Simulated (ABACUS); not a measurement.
The system is KBr.

```
Br K
1.0
     0.00000    3.30000    3.30000
     3.30000    0.00000    3.30000
     3.30000    3.30000    0.00000
Br K
1 1
Cartesian
  3.3000 3.3000 3.3000
  0.0000 0.0000 0.0000
```

Base run:

```yaml
Program: ABACUS 3.10.1
Functional: PBE
Potentials_or_basis: PseudoDojo NC SR 0.4.1 PBE standard
Cutoff: 1007 eV
Density_cutoff: 4027 eV
Basis: plane waves
k_mesh: 7 × 7 × 7
Occupations: fermi-dirac, width 0.05 eV
Spin: no spin polarisation
```

Its results: band gap on the k mesh 4.44 eV, direct; pressure 0.7 GPa.

Question: The run is repeated on the same cell with these changes: cutoff from 1007 eV to 1361 eV; density cutoff from 4027 eV to 5442 eV; basis from plane waves to DZP LCAO (the cutoffs set its grid). What comes out?

Answer: Band gap on the k mesh 4.60 eV, direct; pressure 0.6 GPa.

Caveats: an odd mesh through Γ misses points on the zone boundary, where band edges often lie; the atomic orbitals were generated for these runs and aren't a published set (some runs); the basis of atomic orbitals isn't converged, which shifts pressures, moduli and gaps (some runs).

Not every run made on this cell is shown here.
